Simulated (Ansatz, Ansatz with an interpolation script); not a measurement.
An input for Ansatz 0.2.0 (CsPbCl3 (Pm-3m)):

```yaml
crystal:
  lattice:
    - [5.605, 0.0, 0.0]
    - [0.0, 5.605, 0.0]
    - [0.0, 0.0, 5.605]
  atoms:
    - { symbol: Cs, position: [0.0, 0.0, 0.0] }
    - { symbol: Pb, position: [0.5, 0.5, 0.5] }
    - { symbol: Cl, position: [0.5, 0.5, 0.0] }
    - { symbol: Cl, position: [0.0, 0.5, 0.5] }
    - { symbol: Cl, position: [0.5, 0.0, 0.5] }
kpoints:
  mp_grid: { grid: [4, 4, 4] }
hamiltonian:
  xc: pbe
  pseudopotentials: { kind: paw, azcp: { folder: soft_1 } }
scf:
  occupations: { method: fixed }
gw:
  n_empty_bands: 734
  ecut_chi: 150.0
  qp_bands: [v9, c3]
  screening: { model: contour_deformation }
```

```sh
ansatz run input.yaml --threads 2 --pin off --max-ram 92160MiB --backend cuda --events-out ev --progress --plain --runs-dir out --devices 1 --max-vram 13GiB
```

Estimate wall time and host memory on 1 × NVIDIA H100 80GB HBM3 (shared by 6 runs) with 2 threads of AMD EPYC 7R13 (Zen 3), shared host.

It took 44 s; on shared hardware allow 22 s to 89 s. Peak host memory was 2.0 GiB. The sizes that set the cost: 3407 plane waves a state, 10 irreducible k points, 756 bands summed, 739 plane waves in the screening and 7 SCF cycles.

The screening grows as filled bands × empty bands × pairs of k points, times the square of the screening basis for the matrix.

[Paths, hosts, dates, memory and timing lines, banners, echoed tables and standing remarks are left out of the program output.]

[Logs are printed without paths, hosts, clocks, repeated set-up lines and the standing remarks that a program may print on its own settings, such as how far it seeks lower states.]

[Runs of the session that timed out or met a known fault of the program may be left out.]

[Hosts, paths, dates, database ids (printed as entryN), source tags and the programs' standing remarks are cut or masked in the printed files.]
